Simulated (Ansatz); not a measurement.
# H-type MoS2 bilayer (3R stacking) in a perpendicular field, part 2 of 2

Aim: how the H-type MoS2 bilayer (3R stacking) screens a field along its normal, and what the field does to its bands. A positive field points along +c.

Ansatz 0.2.0; plane-wave DFT, PBEsol-D3(BJ), Ansatz PAW (set soft_1); PAW set soft_1 (the session's first sound run).

So far, gap along the path (eV): step 3 (single point, field 0) 0.984; step 4 (field 0.1 V/Å) 0.993; step 5 (field -0.1 V/Å) 0.970; step 6 (field 0.5 V/Å) 0.981; step 7 (field -0.3 V/Å) 0.930.

### Step 11. Response, atoms relaxed

This step: plane-wave DFT, PBEsol-D3(BJ), Ansatz PAW (set soft_1); response to a field along the normal, atoms relaxed; PAW set soft_1 (Ansatz 0.2.0).

The same analysis on the two relaxed runs holds the ionic part too; their mesh is coarser, so small differences from the held value can come from that.

This step gave:

| Quantity | Value |
| --- | --- |
| equivalent conductor thickness p/(ε₀AE) | 10.32 Å |
| distance between the outer atoms | 8.937 Å |

The dipole of the cell by applied field:

| applied field (V/Å) | dipole of the cell (e·Å) |
| --- | --- |
| -0.1000 | -0.0425 |
| 0.1000 | 0.0534 |

Local field over the applied field, running mean. From the potentials at -0.1 and 0.1 V/Å; running mean over 2.5 Å. Local field over applied field against z:

| z (Å) | local field over applied field |
| --- | --- |
| 4.5 | 0.999 |
| 5.0 | 0.997 |
| 5.5 | 0.991 |
| 6.0 | 0.973 |
| 6.5 | 0.931 |
| 7.0 | 0.860 |
| 7.5 | 0.685 |
| 8.0 | 0.476 |
| 8.5 | 0.306 |
| 9.0 | 0.183 |
| 9.5 | 0.0298 |
| 10.0 | 0.0194 |
| 10.5 | 0.0729 |
| 11.0 | 0.0352 |
| 11.5 | -0.0170 |
| 12.0 | 0.0943 |
| 12.5 | 0.145 |
| 13.0 | 0.132 |
| 13.5 | 0.202 |
| 14.0 | 0.233 |
| 14.5 | 0.0907 |
| 15.0 | 0.0775 |
| 15.5 | 0.148 |
| 16.0 | 0.0735 |
| 16.5 | 0.0417 |
| 17.0 | 0.144 |
| 17.5 | 0.144 |
| 18.0 | 0.130 |
| 18.5 | 0.310 |
| 19.0 | 0.510 |
| 19.5 | 0.660 |
| 20.0 | 0.807 |
| 20.5 | 0.926 |
| 21.0 | 0.974 |
| 21.5 | 0.991 |
| 22.0 | 0.997 |
| 22.5 | 0.999 |

Electrons, planar mean, per unit field. Table of induced electron density by z:

| z (Å) | induced electron density (e/Å³ per V/Å) |
| --- | --- |
| 4.5 | 4.2e-6 |
| 5.0 | 1.3e-5 |
| 5.5 | 4.0e-5 |
| 6.0 | 1.2e-4 |
| 6.5 | 3.5e-4 |
| 7.0 | 9.1e-4 |
| 7.5 | 0.00186 |
| 8.0 | 0.00149 |
| 8.5 | -4.7e-4 |
| 9.0 | 3.0e-4 |
| 9.5 | 0.00132 |
| 10.0 | -0.00426 |
| 10.5 | -0.00102 |
| 11.0 | 0.00483 |
| 11.5 | -0.00142 |
| 12.0 | -1.1e-5 |
| 12.5 | 8.7e-4 |
| 13.0 | 0.00174 |
| 13.5 | 0.00163 |
| 14.0 | 0.00370 |
| 14.5 | 0.00177 |
| 15.0 | 0.00210 |
| 15.5 | 0.00371 |
| 16.0 | 0.0125 |
| 16.5 | -0.00506 |
| 17.0 | -0.00946 |
| 17.5 | -0.00161 |
| 18.0 | -0.00186 |
| 18.5 | -0.00475 |
| 19.0 | -0.00514 |
| 19.5 | -0.00253 |
| 20.0 | -9.7e-4 |
| 20.5 | -3.4e-4 |
| 21.0 | -1.1e-4 |
| 21.5 | -3.7e-5 |
| 22.0 | -1.2e-5 |
| 22.5 | -3.5e-6 |

The induced dipole is that of a conductor 10.32 Å thick.

### Step 12. Same geometry, cutoff 420 eV, functional LDA

This step: plane-wave DFT, LDA, Ansatz PAW (set soft_1); PAW set soft_1 (Ansatz 0.2.0).

The geometry is kept and the functional is LDA; other changes against the main runs: SCF threshold 1.0e-10 → 1.0e-09 eV, k-mesh 18×18×1 → 6×6×1 and no dispersion term, which doesn't act on the electrons.

Input file input.yaml:

```yaml
crystal:
  lattice:
    - [3.1161008101, 0.0, 0.0]
    - [-1.5580504051, 2.6986224623, 0.0]
    - [0.0, 0.0, 26.9363423753]
  atoms:
    - { symbol: S, position: [0.3333333333, 0.6666666667, 0.3341210872] }
    - { symbol: Mo, position: [0.0, 0.0, 0.3921934622] }
    - { symbol: S, position: [0.3333333333, 0.6666666667, 0.4500948978] }
    - { symbol: S, position: [0.6666666667, 0.3333333333, 0.5498816983] }
    - { symbol: Mo, position: [0.3333333333, 0.6666666667, 0.6078650402] }
    - { symbol: S, position: [0.6666666667, 0.3333333333, 0.6658789128] }
kpoints:
  mp_grid: { grid: [6, 6, 1] }
hamiltonian:
  xc: lda
  pseudopotentials: { kind: paw, azcp: { folder: soft_1 }, xc_functional: pbe }
scf:
  occupations: { method: fermi_dirac, width: 0.02585 }
  convergence: { dr2_threshold: 1.0e-09 }
efield:
  axis: 3
  dipole_correction: true
  ramp_position: 0.9443
  ramp_width: 0.1114
  amplitude: 0.1
output:
  write_potential: true
  write_density: true
  volumetric_format: npy
```

On the command line:

```sh
$ ansatz run input.yaml --threads 4 --pin off --max-ram 6144MiB --backend cpu --events-out ev --progress --plain --runs-dir out
```

The job ended after 1.9 s (4 threads of Intel Xeon Platinum 8375C at 2.90GHz (Ice Lake), shared host; peak memory 0.5 GiB; 6.4 s of CPU time).

This step gave:

```
dipole along the normal : 0.05343 e·Å
```

The dipole is 0.0534 e·Å.

### Step 13. Same geometry, cutoff 420 eV, functional LDA (run 2)

The same run in the opposite field.

input.yaml, as its differences from that of step 12:

```diff
@@ -25,3 +25,3 @@
   ramp_width: 0.1114
-  amplitude: 0.1
+  amplitude: -0.1
 output:
```

Wall time 1.9 s (4 threads); peak memory 0.49 GiB; 6.5 s of CPU time.

The dipole is -0.0425 e·Å.

### Step 14. Response at this level

This step: plane-wave DFT, LDA, Ansatz PAW (set soft_1); response to a field along the normal, atoms held; PAW set soft_1 (Ansatz 0.2.0).

The two signs of the field give the slope at this level.

Numbers from this step:

```yaml
equivalent_conductor_thickness_p_eps_0ae: 10.33 Å
distance_between_the_outer_atoms: 8.936 Å
```

The induced dipole is that of a conductor 10.33 Å thick.

### Step 15. Same geometry, cutoff 420 eV, functional PBE

This step: plane-wave DFT, PBE, Ansatz PAW (set soft_1); PAW set soft_1 (Ansatz 0.2.0).

The geometry is kept and the functional is PBE; other changes against the main runs: SCF threshold 1.0e-10 → 1.0e-09 eV, k-mesh 18×18×1 → 6×6×1 and no dispersion term, which doesn't act on the electrons.

input.yaml, as its differences from that of step 13:

```diff
@@ -15,4 +15,4 @@
 hamiltonian:
-  xc: lda
-  pseudopotentials: { kind: paw, azcp: { folder: soft_1 }, xc_functional: pbe }
+  xc: pbe
+  pseudopotentials: { kind: paw, azcp: { folder: soft_1 } }
 scf:
@@ -25,3 +25,3 @@
   ramp_width: 0.1114
-  amplitude: -0.1
+  amplitude: 0.1
 output:
```

Run time: 1.9 s. Hardware: 4 threads; peak memory 0.51 GiB; 6.6 s of CPU time.

The dipole is 0.0530 e·Å.

### Step 16. Same geometry, cutoff 420 eV, functional PBE (run 2)

input.yaml, as its differences from that of step 15:

```diff
@@ -25,3 +25,3 @@
   ramp_width: 0.1114
-  amplitude: 0.1
+  amplitude: -0.1
 output:
```

Wall time 1.8 s (4 threads); peak memory 0.51 GiB.

The dipole is -0.0426 e·Å.

### Step 17. Response at this level

This step: plane-wave DFT, PBE, Ansatz PAW (set soft_1); response to a field along the normal, atoms held; PAW set soft_1 (Ansatz 0.2.0).

The induced dipole is that of a conductor 10.28 Å thick.

### Step 18. Same geometry, cutoff 500 eV, functional r2SCAN

This step: plane-wave DFT, r2SCAN, Ansatz PAW (set soft_1); PAW set soft_1 (Ansatz 0.2.0).

The geometry is kept and the functional is r2SCAN; other changes against the main runs: SCF threshold 1.0e-10 → 1.0e-09 eV, cutoff 420 → 500, k-mesh 18×18×1 → 6×6×1 and no dispersion term, which doesn't act on the electrons.

input.yaml, as its differences from that of step 16:

```diff
@@ -15,3 +15,3 @@
 hamiltonian:
-  xc: pbe
+  xc: r2scan
   pseudopotentials: { kind: paw, azcp: { folder: soft_1 } }
@@ -25,3 +25,3 @@
   ramp_width: 0.1114
-  amplitude: -0.1
+  amplitude: 0.1
 output:
```

Run time: 4.3 s. Hardware: 4 threads; peak memory 0.9 GiB.

The dipole is 0.0528 e·Å.

### Step 19. Same geometry, cutoff 500 eV, functional r2SCAN (run 2)

input.yaml, as its differences from that of step 18:

```diff
@@ -25,3 +25,3 @@
   ramp_width: 0.1114
-  amplitude: 0.1
+  amplitude: -0.1
 output:
```

The job ended after 4.3 s (4 threads; peak memory 0.91 GiB).

The dipole is -0.0420 e·Å.

### Step 20. Response at this level

This step: plane-wave DFT, r2SCAN, Ansatz PAW (set soft_1); response to a field along the normal, atoms held; PAW set soft_1 (Ansatz 0.2.0).

The induced dipole is that of a conductor 10.19 Å thick.

### Step 21. Same geometry, cutoff 420 eV, functional HSE06

This step: plane-wave DFT, HSE06, Ansatz PAW (set soft_1); PAW set soft_1 (Ansatz 0.2.0).

The geometry is kept and the functional is HSE06; other changes against the main runs: SCF threshold 1.0e-10 → 1.0e-09 eV, k-mesh 18×18×1 → 6×6×1 and no dispersion term, which doesn't act on the electrons.

input.yaml, as its differences from that of step 19:

```diff
@@ -15,3 +15,3 @@
 hamiltonian:
-  xc: r2scan
+  xc: hse06
   pseudopotentials: { kind: paw, azcp: { folder: soft_1 } }
@@ -25,3 +25,3 @@
   ramp_width: 0.1114
-  amplitude: -0.1
+  amplitude: 0.1
 output:
```

Elapsed: 21 s, on 4 threads; peak memory 2.5 GiB; 75 s of CPU time.

A gap read on the k-mesh alone can miss the band edges.

The dipole is 0.0524 e·Å.

### Step 22. Same geometry, cutoff 420 eV, functional HSE06 (run 2)

input.yaml, as its differences from that of step 21:

```diff
@@ -25,3 +25,3 @@
   ramp_width: 0.1114
-  amplitude: 0.1
+  amplitude: -0.1
 output:
```

The job ended after 21 s (4 threads; peak memory 2.5 GiB; 76 s of CPU time).

The dipole is -0.0417 e·Å.

### Step 23. Comparing the runs

Times are for 4 threads of Intel Xeon Platinum 8375C at 2.90GHz (Ice Lake), shared host. The series side by side:

| no. | functional | field | dipole along the normal (e·Å) | time | memory (GiB) |
| --- | --- | --- | --- | --- | --- |
| 1 | lda | 0.1 V/Å | 0.05343 | 1.9 s | 0.50 |
| 2 | lda | -0.1 V/Å | -0.04255 | 1.9 s | 0.49 |
| 3 | pbe | 0.1 V/Å | 0.05300 | 1.9 s | 0.51 |
| 4 | pbe | -0.1 V/Å | -0.04255 | 1.8 s | 0.51 |
| 5 | r2scan | 0.1 V/Å | 0.05276 | 4.3 s | 0.90 |
| 6 | r2scan | -0.1 V/Å | -0.04195 | 4.3 s | 0.91 |
| 7 | hse06 | 0.1 V/Å | 0.05238 | 21 s | 2.5 |
| 8 | hse06 | -0.1 V/Å | -0.04171 | 21 s | 2.5 |

### Step 24. Response at this level

This step: plane-wave DFT, HSE06, Ansatz PAW (set soft_1); response to a field along the normal, atoms held; PAW set soft_1 (Ansatz 0.2.0).

The induced dipole is that of a conductor 10.12 Å thick.

### Step 25. Varying the input

This step: plane-wave DFT, PBEsol-D3(BJ), Ansatz PAW (set soft_1) (Ansatz 0.2.0).

A run with a changed input: it repeats the earlier run at 0.1 V/Å with efield.dipole_correction from true to false and efield.amplitude from 0.1 to -0.3.

input.yaml, the sections that differ from step 22:

```yaml
kpoints:
  mp_grid: { grid: [18, 18, 1] }
  band_path:
    path: [[0, 0, 0], [0.5, 0, 0], [0.33333333, 0.33333333, 0], [0, 0, 0]]
    npoints: 16
hamiltonian:
  xc: pbesol
  dispersion: d3bj
  pseudopotentials: { kind: paw, azcp: { folder: soft_1 }, xc_functional: pbe }
scf:
  occupations: { method: fermi_dirac, width: 0.02585 }
  convergence: { dr2_threshold: 1.0e-10 }
efield:
  axis: 3
  dipole_correction: false
  ramp_position: 0.9443
  ramp_width: 0.1114
  amplitude: -0.3
# crystal, output: as in step 22
```

It took 12 s on 4 threads; peak memory 0.7 GiB; 45 s of CPU time.

| quantity | this run | earlier run | difference |
| --- | --- | --- | --- |
| dipole along the normal (e·Å) | -0.2240 | 0.05330 | -0.28 |
| gap along the path (eV) | 0.8812 | 0.9934 | -0.11 |
| smallest direct gap along the path (eV) | 1.465 | 1.834 | -0.37 |

The applied field differs, and the slope found earlier predicts a dipole of -0.138 e·Å; this run gives -0.224 e·Å, 0.086 e·Å less.

With the dipole correction off, the periodic images add a field of their own to the typed one.

Besides the dipole, what moves beyond 0.01 in its unit (for the dipole 0.5 % and 5e-5 e·Å): smallest direct gap along the path (-0.369 eV) and gap along the path (-0.112 eV).

These numbers are not those of the isolated slab.

### Step 26. The same run with other settings

This step: plane-wave DFT, PBEsol-D3(BJ), Ansatz PAW (set soft_1), but for the change named below (Ansatz 0.2.0).

Another changed input: it repeats the earlier run at 0.1 V/Å with crystal.symmetry to detect: false and hamiltonian.xc from pbesol to lda.

input.yaml, as its differences from that of step 25:

```diff
@@ -12,2 +12,3 @@
     - { symbol: S, position: [0.6666666667, 0.3333333333, 0.6658789128] }
+  symmetry: { detect: false }
 kpoints:
@@ -18,3 +19,3 @@
 hamiltonian:
-  xc: pbesol
+  xc: lda
   dispersion: d3bj
@@ -26,6 +27,6 @@
   axis: 3
-  dipole_correction: false
+  dipole_correction: true
   ramp_position: 0.9443
   ramp_width: 0.1114
-  amplitude: -0.3
+  amplitude: 0.1
 output:
```

The job ended after 35 s (4 threads; peak memory 1.4 GiB; 2.3 min of CPU time).

This step gave:

- gap on the k-mesh: 0.9819 eV
- dipole along the normal: 0.05346 e·Å
- gap along the path: 0.9702 eV
- smallest direct gap along the path: 1.829 eV
- gap, the smaller of path and mesh: 0.9702 eV

The electronic bands at the labelled points (eV, zero at the Fermi level of the run, which the smearing sets inside the gap):

| point | band 23 | band 24 | band 25 | band 26 | band 27 | band 28 | band 29 | band 30 |
| --- | --- | --- | --- | --- | --- | --- | --- | --- |
| Γ | -2.60 | -2.44 | -1.57 | -0.46 | 1.65 | 1.65 | 1.78 | 1.78 |
| halfway | -2.80 | -2.31 | -2.06 | -1.89 | 0.81 | 1.18 | 1.29 | 1.40 |
| M | -2.14 | -1.93 | -1.92 | -1.80 | 1.25 | 1.32 | 1.68 | 1.84 |
| halfway | -3.20 | -3.02 | -1.54 | -1.43 | 1.12 | 1.18 | 1.94 | 2.10 |
| K | -3.48 | -3.27 | -1.23 | -1.16 | 0.67 | 0.71 | 1.70 | 1.71 |
| halfway | -2.33 | -2.12 | -2.04 | -1.99 | 0.52 | 0.95 | 1.37 | 1.43 |
| Γ | -2.60 | -2.44 | -1.57 | -0.46 | 1.65 | 1.65 | 1.78 | 1.78 |

| quantity | this run | earlier run | difference |
| --- | --- | --- | --- |
| dipole along the normal (e·Å) | 0.05346 | 0.05330 | 1.6e-4 |
| gap along the path (eV) | 0.9702 | 0.9934 | -0.023 |
| smallest direct gap along the path (eV) | 1.829 | 1.834 | -0.0050 |
| gap on the k-mesh (eV) | 0.9819 | 1.005 | -0.024 |

What moves beyond 0.01 in its unit (for the dipole 0.5 % and 5e-5 e·Å): gap on the k-mesh (-0.0235 eV) and gap along the path (-0.0232 eV).

### Step 27. Outcome

```
gap without field                             : 0.984 eV
ionisation energy, upper face                 : 5.16 eV
electron affinity, upper face                 : 4.18 eV
step between the vacuum levels                : -0.117 eV
equivalent conductor thickness, atoms held    : 10.3 Å
equivalent conductor thickness, atoms relaxed : 10.3 Å
equivalent conductor thickness, LDA           : 10.3 Å
equivalent conductor thickness, PBE           : 10.3 Å
equivalent conductor thickness, r2SCAN        : 10.2 Å
equivalent conductor thickness, HSE06         : 10.1 Å
```

What this shows: The induced dipole equals that of a perfect conductor 10.30 Å thick, while the outer atoms lie 8.94 Å apart; an out-of-plane ε follows only once a thickness t is chosen, by 1 − 1/ε = 10.30 Å / t. The two faces differ: the vacuum level above lies 0.12 eV lower than the one below. The gap goes from 0.98 eV to 0.98 eV at 0.5 V/Å. Across the functionals the thickness runs from 10.12 to 10.33 Å; those runs use a coarser k-mesh, so they are to be compared with each other. With the field reversed the gap is 0.93 eV at -0.3 V/Å. Semilocal functionals give gaps that are too small, and excitons are not included. Spin-orbit coupling is left out, which matters for the bands of elements this heavy. With this functional, D3(BJ) tends to leave the relaxed cell short of measured lattice constants, by some per cent.

[Logs are printed without paths, hosts, clocks, repeated set-up lines and the standing remarks that a program may print on its own settings, such as how far it seeks lower states.]

[Hosts, paths, dates, database ids (printed as entryN), source tags and the programs' standing remarks are cut or masked in the printed files.]

[Maps of the electrostatic potential energy from Ansatz leave out the sawtooth potential of an applied field or a dipole correction, so their vacuum need not be flat; planar profiles and work functions include it.]
